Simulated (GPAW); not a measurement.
Runs of GPAW 26.7.0 on YN. Symmetry: Fm-3m, No. 225, cubic system. Conventional cell: a = 4.877 Å, b = 4.877 Å, c = 4.877 Å, α = 90.00°, β = 90.00°, γ = 90.00°. Y (site symmetry m-3m) has 6 N at 2.44 Å as nearest neighbours. N (site symmetry m-3m) is surrounded by 6 Y at 2.44 Å. 

```tsv
task	level	potentials or basis	smearing	k mesh for the DOS	dos width	gap on the mesh (eV)	pressure (GPa)
density of states	r2SCAN+D4	GPAW PAW data sets (gpaw-data 1.2.1), pw	gaussian 0.01 eV	13 × 13 × 13	0.1 eV	0.64	(a)
single point	LDA	the program's PAW data sets (release 1.2.1) made for this functional, pw	gaussian 0.02 eV	-	-	0.16	-7.2
single point	PBE	GPAW PAW data sets (gpaw-data 1.2.1), pw	gaussian 0.02 eV	-	-	0.26	1.7
single point	PBE	GPAW PAW data sets (gpaw-data 1.2.1), pw	gaussian 0.1 eV	-	-	0.26	1.7
```

Alike in all rows: no spin polarisation; cell as given; k mesh 9 × 9 × 9; cutoff (eV) 800.

Task: Fill in the values left out.

Result: (a) -0.1.

Caveats: an odd mesh through Γ misses points on the zone boundary, where band edges often lie; the PAW data sets were made with another functional, which shifts forces and pressure a little (some runs).

A k mesh can miss the band edges, and the runs leave out spin-orbit coupling on Y.
